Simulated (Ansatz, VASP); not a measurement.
LiH: VASP beside Ansatz

```
CELL_PARAMETERS angstrom
0.00000 2.14485 2.14485
2.14485 0.00000 2.14485
2.14485 2.14485 0.00000
ATOMIC_POSITIONS crystal
Li 0.00000 0.00000 0.00000
H 0.25000 0.25000 0.25000
```

Alike in both runs: task electric field gradients; functional PBE; k mesh 6 × 6 × 6; occupations fermi-dirac, width 0.05 eV; no spin polarisation.

|  | VASP | Ansatz |
| --- | --- | --- |
| version | VASP 6.6.1 | Ansatz 0.2.0 |
| potentials or method | VASP PAW PBE potentials, release 64 (Li_sv, H) | PAW with Ansatz's default frozen-core files, scalar-relativistic |
| plane-wave cutoff (eV) | 520 | 420 |
| valence electrons in the cell | 4 | 4 |

```csv
,VASP,Ansatz,Ansatz less VASP
gap on the k mesh at the Fermi level (eV),4.30,4.29,-0.006
Vzz of the field gradient on the site that differs most (V/Å²),0.0,0.0,0.00
```

With one functional, cell and mesh, what is left measures potentials, basis and numerics.

Caveats: the k mesh is coarse (spacing up to 0.42 Å⁻¹), so the values aren't converged. A k mesh can miss the band edges.
